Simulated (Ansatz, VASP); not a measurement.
# InBiO3 in two plane-wave programs, part 2 of 2

Wanted: the spread between two codes on one cell, functional and k mesh. The two relaxations start from unlike cells of this crystal (the structure described is Ansatz's start), so only their ends are compared.

VASP 6.6.1 and Ansatz 0.2.0.

So far: The structure; Ansatz: relaxation of cell and atoms, BLYP.

## (3) VASP: relaxation of cell and atoms, BLYP

Level of this step: BLYP; plane waves and PAW (In_d, Bi_d, O) (VASP).

Its own start cell and the same functional (in two slightly different forms), mesh and smearing now go to VASP, with its own data sets.

Lines of VASP's logs that name or quote its potential files are left out, and so is its time.

The input, INCAR:

```
SYSTEM = InBiO3
PREC = Accurate
ENCUT = 600
EDIFF = 1E-07
NELM = 120
ISMEAR = 0
SIGMA = 0.02
LREAL = .FALSE.
ALGO = Normal
GGA = B5
ALDAX = 1
AGGAX = 1
AGGAC = 1
ALDAC = 0
NBANDS = 114
LORBIT = 11
LWAVE = .FALSE.
LCHARG = .FALSE.
ISIF = 3
IBRION = 2
NSW = 80
EDIFFG = -0.005
LASPH = .TRUE.
GGA_COMPAT = .FALSE.
NELMIN = 4
EFERMI = MIDGAP
KPAR = 4
```

The input, POSCAR:

```
InBiO3
1.0
    6.0711285999      0.0000000000      0.0000000000
    0.0000000000      5.8015409925      0.0000000000
    0.0000000000      0.0000000000      8.7208816849
In Bi O
4 4 12
Direct
    0.0001883354      0.5042209556      0.0180396318
    0.9998116646      0.4957790444      0.5180396318
    0.4998116646      0.0042209556      0.5180396318
    0.5001883354      0.9957790444      0.0180396318
    0.0605170373      0.0066420481      0.7995769353
    0.9394829627      0.9933579519      0.2995769353
    0.4394829627      0.5066420481      0.2995769353
    0.5605170373      0.4933579519      0.7995769353
    0.2142912799      0.2057718219      0.4342367117
    0.7857087201      0.7942281781      0.9342367117
    0.2857087201      0.7057718219      0.9342367117
    0.7142912799      0.2942281781      0.4342367117
    0.3403026329      0.6645814237      0.5222418207
    0.6596973671      0.3354185763      0.0222418207
    0.1596973671      0.1645814237      0.0222418207
    0.8403026329      0.8354185763      0.5222418207
    0.9449060118      0.3898609099      0.7556049712
    0.0550939882      0.6101390901      0.2556049712
    0.5550939882      0.8898609099      0.2556049712
    0.4449060118      0.1101390901      0.7556049712
```

The input, KPOINTS:

```
Automatic mesh
0
Gamma
4 4 4
0 0 0
```

PAW data sets: In_d, Bi_d and O (PBE family, release 64).

Command:

```
> mpirun -np 4 vasp_std
```

Numbers of over 12 decimals in the logs are rounded to 6 here.

The log of the run:

```text
[banner, memory and clock lines left out]
running    4 mpi-ranks, on    1 nodes
 distrk:  each k-point on    1 cores,    4 groups
 distr:  one band on    1 cores,    1 groups

 POSCAR found type information on POSCAR InBiO
 POSCAR found :  3 types and      20 ions
|                                                                             |
|               ----> ADVICE to this user running VASP <----                  |
|                                                                             |
|     You have a (more or less) 'large supercell' and for larger cells it     |
|     might be more efficient to use real-space projection operators.         |
|     Therefore, try LREAL= Auto in the INCAR file.                           |
|     Mind: For very accurate calculation, you might also keep the            |
|     reciprocal projection scheme (i.e. LREAL=.FALSE.).                      |
|                                                                             |

|                                                                             |
|               ----> ADVICE to this user running VASP <----                  |
|                                                                             |
|     You enforced a specific xc type in the INCAR file but a different       |
|     [... a line on the potential file left out ...]
|     I HOPE YOU KNOW WHAT YOU ARE DOING!                                     |
|                                                                             |

 LDA part: xc-table for (Slater(with rela. corr.)+VWN5), standard interpolation
 POSCAR, INCAR and KPOINTS ok, starting setup
 FFT: planning ... GRIDC
 FFT: planning ... GRID_SOFT
 FFT: planning ... GRID
 WAVECAR not read
 entering main loop
       N       E                     dE             d eps       ncg     rms          rms(c)
DAV:   1     0.315595661975E+04    0.31560E+04   -0.90909E+04  6212   0.234E+03
DAV:   2     0.653428732980E+03   -0.25025E+04   -0.23968E+04  6252   0.703E+02
DAV:   3    -0.395826649076E+02   -0.69301E+03   -0.65270E+03  6668   0.312E+02
DAV:   4    -0.129674159382E+03   -0.90091E+02   -0.88105E+02  7988   0.113E+02
DAV:   5    -0.132569104663E+03   -0.28949E+01   -0.28790E+01  8096   0.237E+01    0.323E+01
DAV:   6    -0.104457618134E+03    0.28111E+02   -0.10893E+02 10144   0.826E+01    0.186E+01
DAV:   7    -0.105207121440E+03   -0.74950E+00   -0.18537E+01  7672   0.153E+01    0.672E+00
DAV:   8    -0.105022334717E+03    0.18479E+00   -0.13657E+00  9192   0.457E+00    0.352E+00
DAV:   9    -0.104974049902E+03    0.48285E-01   -0.22072E-01  8688   0.301E+00    0.122E+00
DAV:  10    -0.104954780096E+03    0.19270E-01   -0.84097E-02  8432   0.168E+00    0.297E-01
DAV:  11    -0.104957046041E+03   -0.22659E-02   -0.12375E-02  7584   0.457E-01    0.307E-01
DAV:  12    -0.104957069258E+03   -0.23217E-04   -0.85620E-04  8256   0.116E-01    0.541E-02
DAV:  13    -0.104957049711E+03    0.19547E-04   -0.71932E-05  8896   0.382E-02    0.440E-02
DAV:  14    -0.104957050932E+03   -0.12208E-05   -0.13293E-05  7576   0.192E-02    0.194E-02
DAV:  15    -0.104957046588E+03    0.43433E-05   -0.19886E-05  8736   0.185E-02    0.385E-03
DAV:  16    -0.104957046865E+03   -0.27649E-06   -0.18687E-06  6712   0.500E-03    0.455E-03
DAV:  17    -0.104957046631E+03    0.23411E-06   -0.12335E-07  3928   0.175E-03    0.111E-03
DAV:  18    -0.104957046525E+03    0.10552E-06   -0.57045E-08  3864   0.163E-03    0.578E-04
DAV:  19    -0.104957046507E+03    0.17841E-07   -0.19803E-08  3864   0.107E-03
   1 F= -.10495705E+03 E0= -.10495705E+03  d E =-.104957E+03
 curvature:   0.00 expect dE= 0.000E+00 dE for cont linesearch  0.000E+00
 trial: gam= 0.00000 g(F)=  0.602E-05 g(S)=  0.119E-03 ort = 0.000E+00 (trialstep = 0.100E+01)
 search vector abs. value=  0.125E-03
 bond charge predicted
       N       E                     dE             d eps       ncg     rms          rms(c)
DAV:   1    -0.104958487320E+03   -0.14408E-02   -0.41453E-02  8104   0.143E+00    0.279E-01
DAV:   2    -0.104957218421E+03    0.12689E-02   -0.39741E-03  8288   0.360E-01    0.760E-02
DAV:   3    -0.104957043746E+03    0.17467E-03   -0.42364E-04  8824   0.198E-01    0.302E-02
DAV:   4    -0.104957027589E+03    0.16157E-04   -0.13124E-04  9566   0.806E-02    0.248E-02
DAV:   5    -0.104957027902E+03   -0.31276E-06   -0.12149E-05  7136   0.162E-02    0.285E-02
DAV:   6    -0.104957035102E+03   -0.72008E-05   -0.52026E-06  7308   0.123E-02    0.571E-03
DAV:   7    -0.104957035786E+03   -0.68323E-06   -0.51722E-07  6152   0.462E-03    0.484E-03
DAV:   8    -0.104957035481E+03    0.30500E-06   -0.14124E-07  3832   0.188E-03    0.336E-03
DAV:   9    -0.104957034918E+03    0.56292E-06   -0.27253E-07  5262   0.435E-03    0.134E-03
DAV:  10    -0.104957035135E+03   -0.21721E-06   -0.10772E-07  3458   0.160E-03    0.486E-04
DAV:  11    -0.104957035162E+03   -0.27219E-07   -0.23888E-08  3386   0.817E-04
   2 F= -.10495704E+03 E0= -.10495704E+03  d E =0.113454E-04
 trial-energy change:    0.000011  1 .order   -0.000014   -0.000125    0.000097
 step:   0.3985(harm=  0.5641)  dis= 0.00007  next Energy=  -104.957070 (dE=-0.234E-04)
 bond charge predicted
       N       E                     dE             d eps       ncg     rms          rms(c)
DAV:   1    -0.104957588217E+03   -0.55308E-03   -0.15008E-02  8024   0.861E-01    0.168E-01
DAV:   2    -0.104957142831E+03    0.44539E-03   -0.14393E-03  8232   0.217E-01    0.456E-02
DAV:   3    -0.104957081964E+03    0.60867E-04   -0.15352E-04  8790   0.119E-01    0.181E-02
DAV:   4    -0.104957072400E+03    0.95644E-05   -0.47574E-05  9560   0.485E-02    0.148E-02
DAV:   5    -0.104957073770E+03   -0.13708E-05   -0.43826E-06  7148   0.974E-03    0.169E-02
DAV:   6    -0.104957068933E+03    0.48371E-05   -0.18573E-06  7032   0.741E-03    0.348E-03
DAV:   7    -0.104957068329E+03    0.60396E-06   -0.17038E-07  5000   0.277E-03    0.289E-03
DAV:   8    -0.104957068437E+03   -0.10787E-06   -0.70744E-08  3534   0.126E-03    0.195E-03
DAV:   9    -0.104957068769E+03   -0.33229E-06   -0.97846E-08  3694   0.275E-03    0.875E-04
DAV:  10    -0.104957068602E+03    0.16695E-06   -0.46549E-08  3248   0.117E-03    0.288E-04
DAV:  11    -0.104957068600E+03    0.19936E-08   -0.12435E-08  3200   0.602E-04
   3 F= -.10495707E+03 E0= -.10495707E+03  d E =-.220929E-04
 curvature:  -0.24 expect dE=-0.390E-05 dE for cont linesearch -0.318E-05
 trial: gam=-0.19531 g(F)=  0.351E-05 g(S)=  0.127E-04 ort = 0.407E-04 (trialstep = 0.880E+00)
 search vector abs. value=  0.507E-05
 reached required accuracy - stopping structural energy minimisation
```

Parts of OUTCAR (step 3):

```text
ion  position               nearest neighbor table
   1  0.000  0.504  0.018-  18 2.19  15 2.20  11 2.21  10 2.25  14 2.29  17 2.41   8 3.28   5 3.48
                             5 3.50   7 3.63   6 3.77   6 3.87   8 3.90
   2  1.000  0.496  0.518-  17 2.19  16 2.20  12 2.21   9 2.25  13 2.29  18 2.41   7 3.28   6 3.48
                             6 3.50   8 3.63   5 3.77   5 3.87   7 3.90
   3  0.500  0.004  0.518-  20 2.19  13 2.20   9 2.21  12 2.25  16 2.29  19 2.41   6 3.28   7 3.48
                             7 3.50   5 3.63   8 3.77   8 3.87   6 3.90
   4  0.500  0.996  0.018-  19 2.19  14 2.20  10 2.21  11 2.25  15 2.29  20 2.41   5 3.28   8 3.48
                             8 3.50   6 3.63   7 3.77   7 3.87   5 3.90
   5  0.061  0.007  0.800-  15 2.23  17 2.36  10 2.38  20 2.44  11 2.51  16 2.94   4 3.28   1 3.48
                             1 3.50   3 3.63   2 3.77   2 3.87   4 3.90
   6  0.939  0.993  0.300-  16 2.23  18 2.36   9 2.38  19 2.44  12 2.51  15 2.94   3 3.28   2 3.48
                             2 3.50   4 3.63   1 3.77   1 3.87   3 3.90
   7  0.439  0.507  0.300-  13 2.23  19 2.36  12 2.38  18 2.44   9 2.51  14 2.94   2 3.28   3 3.48
                             3 3.50   1 3.63   4 3.77   4 3.87   2 3.90
   8  0.561  0.493  0.800-  14 2.23  20 2.36  11 2.38  17 2.44  10 2.51  13 2.94   1 3.28   4 3.48
                             4 3.50   2 3.63   3 3.77   3 3.87   1 3.90
   9  0.214  0.206  0.434-   3 2.21   2 2.25   6 2.38   7 2.51
  10  0.786  0.794  0.934-   4 2.21   1 2.25   5 2.38   8 2.51
  11  0.286  0.706  0.934-   1 2.21   4 2.25   8 2.38   5 2.51
  12  0.714  0.294  0.434-   2 2.21   3 2.25   7 2.38   6 2.51
  13  0.340  0.665  0.522-   3 2.20   7 2.23   2 2.29   8 2.94
  14  0.660  0.335  0.022-   4 2.20   8 2.23   1 2.29   7 2.94
  15  0.160  0.165  0.022-   1 2.20   5 2.23   4 2.29   6 2.94
  16  0.840  0.835  0.522-   2 2.20   6 2.23   3 2.29   5 2.94
  17  0.945  0.390  0.756-   2 2.19   5 2.36   1 2.41   8 2.44
  18  0.055  0.610  0.256-   1 2.19   6 2.36   2 2.41   7 2.44
  19  0.555  0.890  0.256-   4 2.19   7 2.36   3 2.41   6 2.44
  20  0.445  0.110  0.756-   3 2.19   8 2.36   4 2.41   5 2.44

  LATTYP: Found a simple orthorhombic cell.
 ALAT       =     5.8015409925
 B/A-ratio  =     1.0464682759
 C/A-ratio  =     1.5032009075

 Subroutine GETGRP returns: Found  4 space group operations
 (whereof  1 operations were pure point group operations)

The static configuration has the point symmetry C_1 .
 The point group associated with its full space group is C_2v.

 Found     27 irreducible k-points:

   k-points           NKPTS =     27   k-points in BZ     NKDIM =     27   number of bands    NBANDS=    114

   dimension x,y,z NGX =    50 NGY =   48 NGZ =   70
   dimension x,y,z NGXF=   100 NGYF=   96 NGZF=  140

   ENCUT  =  600.0 eV  44.10 Ry    6.64 a.u.  12.13 11.59 17.42*2*pi/ulx,y,z

   NELECT =     184.0000    total number of electrons

 k-points in reciprocal lattice and weights: Automatic mesh
   0.00000000  0.00000000  0.00000000       0.016
   0.25000000  0.00000000  0.00000000       0.031
   0.50000000  0.00000000  0.00000000       0.016
   0.00000000  0.25000000  0.00000000       0.031
   0.25000000  0.25000000  0.00000000       0.062
   0.50000000  0.25000000  0.00000000       0.031
   0.00000000  0.50000000  0.00000000       0.016
   0.25000000  0.50000000  0.00000000       0.031
   0.50000000  0.50000000  0.00000000       0.016
[...]
0.25000000  0.50000000  0.50000000       0.031
   0.50000000  0.50000000  0.50000000       0.016

 average (electrostatic) potential at core
       1 -94.1954       2 -94.1954       3 -94.1954       4 -94.1954       5-104.9491
       6-104.9491       7-104.9491       8-104.9491       9 -68.3225      10 -68.3225
      11 -68.3225      12 -68.3225      13 -68.3615      14 -68.3615      15 -68.3615
      16 -68.3615      17 -68.3709      18 -68.3709      19 -68.3709      20 -68.3709

 E-fermi :   6.8726

 k-point     1 :       0.0000    0.0000    0.0000
  band No.  band energies     occupation
    ...
     88       4.8654      2.00000
     89       4.8755      2.00000
     90       5.2807      2.00000
     91       5.3420      2.00000
     92       5.4484      2.00000
     93       8.2435      0.00000
     94       8.5272      0.00000
     95       9.4421      0.00000
     96       9.5044      0.00000
     97       9.6739      0.00000
    ...

 k-point     2 :       0.2500    0.0000    0.0000
  band No.  band energies     occupation
    ...
     88       4.8160      2.00000
     89       5.0126      2.00000
     90       5.3202      2.00000
     91       5.3780      2.00000
     92       5.4469      2.00000
     93       8.2172      0.00000
     94       8.8616      0.00000
     95       9.2430      0.00000
     96       9.6621      0.00000
     97      10.0183      0.00000
    ...

 k-point     3 :       0.5000    0.0000    0.0000
  band No.  band energies     occupation
    ...
     88       4.7965      2.00000
     89       5.2110      2.00000
     90       5.2110      2.00000
     91       5.4589      2.00000
     92       5.4589      2.00000
     93       8.6640      0.00000
     94       8.6640      0.00000
     95       9.5638      0.00000
     96       9.5638      0.00000
     97       9.8559      0.00000
    ...

  Total       -0.0406694     -0.0520184     -0.0298377      0.0000000      0.0000000      0.0000000
  in kB       -0.2122097     -0.2714280     -0.1556905      0.0000000      0.0000000      0.0000000
  external PRESSURE =      -0.2131094 kB  Pullay stress =       0.0000000 kB

  energy-cutoff  :      600.00
  volume of cell :      307.05
      direct lattice vectors                 reciprocal lattice vectors
     6.070380420  0.000000000  0.000000000     0.164734322  0.000000000  0.000000000
     0.000000000  5.800738489  0.000000000     0.000000000  0.172391843  0.000000000
     0.000000000  0.000000000  8.719949406     0.000000000  0.000000000  0.114679564

 POSITION                                       TOTAL-FORCE (eV/Angst)
 -----------------------------------------------------------------------------------
      0.00112      2.92488      0.15730        -0.000975      0.001005      0.000783
      6.06926      2.87586      4.51728         0.000975     -0.001005      0.000783
      3.03407      0.02451      4.51728         0.000975      0.001005      0.000783
      3.03631      5.77623      0.15730        -0.000975     -0.001005      0.000783
      0.36737      0.03852      6.97234        -0.000564     -0.001924     -0.000789
      5.70301      5.76222      2.61236         0.000564      0.001924     -0.000789
      2.66782      2.93889      2.61236         0.000564     -0.001924     -0.000789
      3.40256      2.86185      6.97234        -0.000564      0.001924     -0.000789
      1.30082      1.19360      3.78651        -0.000463     -0.001605      0.000107
      4.76956      4.60714      8.14648         0.000463      0.001605      0.000107
      1.73437      4.09397      8.14648         0.000463     -0.001605      0.000107
      4.33601      1.70677      3.78651        -0.000463      0.001605      0.000107
      2.06573      3.85510      4.55387        -0.002223      0.001678     -0.000433
      4.00465      1.94564      0.19390         0.002223     -0.001678     -0.000433
      0.96946      0.95473      0.19390         0.002223      0.001678     -0.000433
      5.10092      4.84601      4.55387        -0.002223     -0.001678     -0.000433
      5.73592      2.26148      6.58884        -0.000135      0.000277      0.000333
      0.33446      3.53926      2.22886         0.000135     -0.000277      0.000333
      3.36965      5.16184      2.22886         0.000135      0.000277      0.000333
      2.70073      0.63889      6.58884        -0.000135     -0.000277      0.000333
 -----------------------------------------------------------------------------------
    total drift:                               -0.000000      0.000000      0.002500

  FREE ENERGIE OF THE ION-ELECTRON SYSTEM (eV)
  ---------------------------------------------------
  free  energy   TOTEN  =      -104.9570686004 eV

  energy  without entropy=     -104.9570686004  energy(sigma->0) =     -104.95706860

 reached required accuracy - stopping structural energy minimisation

 total charge
# of ion       s       p       d       tot
------------------------------------------
    1        0.640   0.567  10.028  11.235
    2        0.640   0.567  10.028  11.235
    3        0.640   0.567  10.028  11.235
    4        0.640   0.567  10.028  11.235
    5        1.646   0.866  10.013  12.525
    6        1.646   0.866  10.013  12.525
    7        1.646   0.866  10.013  12.525
    8        1.646   0.866  10.013  12.525
    9        1.560   3.400   0.000   4.959
   10        1.560   3.400   0.000   4.959
   11        1.560   3.400   0.000   4.959
   12        1.560   3.400   0.000   4.959
   13        1.559   3.397   0.000   4.956
   14        1.559   3.397   0.000   4.956
   15        1.559   3.397   0.000   4.956
   16        1.559   3.397   0.000   4.956
   17        1.561   3.394   0.000   4.955
   18        1.561   3.394   0.000   4.955
   19        1.561   3.394   0.000   4.955
   20        1.561   3.394   0.000   4.955
--------------------------------------------------
tot         27.862  46.494  80.164 154.520

[... 3 further parts left out ...]
```

CONTCAR:

```
InBiO3
   1.00000000000000
     6.0703804201165017    0.0000000000000000    0.0000000000000000
     0.0000000000000000    5.8007384890507581    0.0000000000000000
     0.0000000000000000    0.0000000000000000    8.7199494059038010
  In              Bi              O
     4     4    12
Direct
     0.0001850875028376    0.5042253877473992    0.0180392757505397
     0.9998149124971624    0.4957746122526008    0.5180392757505398
     0.4998149124971624    0.0042253877473992    0.5180392757505398
     0.5001850875028376    0.9957746122526008    0.0180392757505397
     0.0605188107969045    0.0066402547703456    0.7995844395298306
     0.9394811892030955    0.9933597452296544    0.2995844395298306
     0.4394811892030955    0.5066402547703456    0.2995844395298306
     0.5605188107969045    0.4933597452296544    0.7995844395298306
     0.2142891549309382    0.2057671198587851    0.4342352615982475
     0.7857108450690619    0.7942328801412150    0.9342352615982475
     0.2857108450690618    0.7057671198587850    0.9342352615982475
     0.7142891549309381    0.2942328801412148    0.4342352615982475
     0.3402973440556449    0.6645872131275805    0.5222362506391810
     0.6597026559443551    0.3354127868724195    0.0222362506391810
     0.1597026559443551    0.1645872131275804    0.0222362506391810
     0.8402973440556449    0.8354127868724195    0.5222362506391810
     0.9449030735207036    0.3898598603236432    0.7556048431822107
     0.0550969264792964    0.6101401396763569    0.2556048431822107
     0.5550969264792964    0.8898598603236431    0.2556048431822107
     0.4449030735207036    0.1101401396763568    0.7556048431822107
```

## (4) Comparison

Known differences besides the potentials themselves: the cutoff is 420 eV in Ansatz and 600 eV in VASP; Ansatz makes its cores anew for this functional, VASP keeps those of its PBE data sets; VASP's log shows a relativistic correction to its local exchange, Ansatz's none. Total energies have different zeros and are not compared.

Both answers:

```csv
quantity,Ansatz,VASP,difference
volume (Å³),307.49,307.05,+0.14 %
"edge a after relaxation, in the typed setting (Å)",6.060,6.070,-0.17 %
"edge b after relaxation, in the typed setting (Å)",5.792,5.801,-0.15 %
"edge c after relaxation, in the typed setting (Å)",8.761,8.720,+0.47 %
```

## (5) Summary of results

- difference in edge c after relaxation, in the typed setting (relaxation of cell and atoms, BLYP): 0.47 %

**Reading.** The difference in edge c after relaxation, in the typed setting is 0.47 % (relaxation of cell and atoms, BLYP), within the 1.2 % picked in this series as the mark of a large difference, as far as the stopping tolerances let one tell. How closely two codes agree says nothing of how well the functional describes the real material.

[Lines on the potential files, build, host, timing and source positions are cut from VASP's logs without a mark.]

[Logs are printed without paths, hosts, clocks, repeated set-up lines and the standing remarks that a program may print on its own settings, such as how far it seeks lower states.]

[Hosts, paths, dates, database ids (printed as entryN), source tags and the programs' standing remarks are cut or masked in the printed files.]
